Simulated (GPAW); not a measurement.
Write an ASE script for GPAW 26.7.0 that does the following.

```
Task                : relaxation of cell and atoms
Functional          : PBEsol
Dispersion          : D3(BJ)
Potentials or basis : PAW data sets generated in the run's folder for this functional
Cutoff              : 800 eV
Basis               : pw
k mesh              : 12 × 12 × 4
Occupations         : fermi-dirac, width 0.1 eV
Spin                : no spin polarisation
Maxiter             : 150
Optimizer           : LBFGS
Fmax                : 0.05 eV/Å
Max steps           : 40
Convergence         : density=1e-05 forces=0.0001
```

The structure of BN lies in BN.xyz:

```xyz
4
Lattice="2.4982400000 0.0000000000 0.0000000000 -1.2491200000 2.1635393048 0.0000000000 0.0000000000 0.0000000000 6.6357000000" Properties=species:S:1:pos:R:3 pbc="T T T"
N      1.2491200001      0.7211797682      1.6589250000
N     -0.0000000001      1.4423595366      4.9767750000
B      1.2491200001      0.7211797682      4.9767750000
B     -0.0000000001      1.4423595366      1.6589250000
```

These files were run (other wordings do the same):

run.py

```python
from ase.calculators.mixing import SumCalculator
from ase.filters import FrechetCellFilter
from ase.io import read, write
from ase.optimize import LBFGS
from dftd3.ase import DFTD3
from gpaw import GPAW, PW, setup_paths

setup_paths.insert(0, '.')

atoms = read('BN.xyz')

calc = GPAW(mode=PW(800),
            xc='PBEsol',
            kpts={'size': (12, 12, 4), 'gamma': True},
            occupations={'name': 'fermi-dirac', 'width': 0.1},
            nbands=18,
            convergence={'density': 1e-05, 'forces': 0.0001},
            maxiter=150,
            txt='gpaw.txt')
atoms.calc = SumCalculator([calc, DFTD3(method='pbesol', damping='d3bj')])
opt = LBFGS(FrechetCellFilter(atoms), trajectory='relax.traj', logfile='-')
done = opt.run(fmax=0.05, steps=40)
calc.write('gs.gpw')
write('result.traj', atoms)
print('Converged:', done)
print('Cell:', atoms.cell.cellpar().round(4))
print('Volume:', round(atoms.get_volume(), 4))
print(atoms.get_scaled_positions().round(5))
```

Potentials or basis: PAW data sets generated in the run's folder for this functional, pw.

Run with:

```bash
$ gpaw-setup -f PBEsol B N
$ OMP_NUM_THREADS=1 python run.py
```

It gave:

```json
{"Relaxed volume": "8.44 Å³/atom", "Relaxed cell": "a = 2.500 Å, b = 2.500 Å, c = 6.235 Å, α = 90.00°, β = 90.00°, γ = 120.00°", "Space group after relaxing (to 0.05 Å)": "P6_3/mmc (No. 194)", "Energy gained by relaxing": "0.2 meV/atom", "Ionic steps": "6", "Pressure after relaxing": "-0.4 GPa", "Largest force after relaxing": "0.006 eV/Å", "Band gap on the k mesh": "4.04 eV, indirect (least direct gap 4.39 eV)", "Dispersion energy per atom": "-0.108 eV"}
```

Caveat: later steps reuse the first step's grids.

It took 4.2 min on 1 thread of Arm Neoverse V1, on a shared host, peak memory 0.31 GiB.
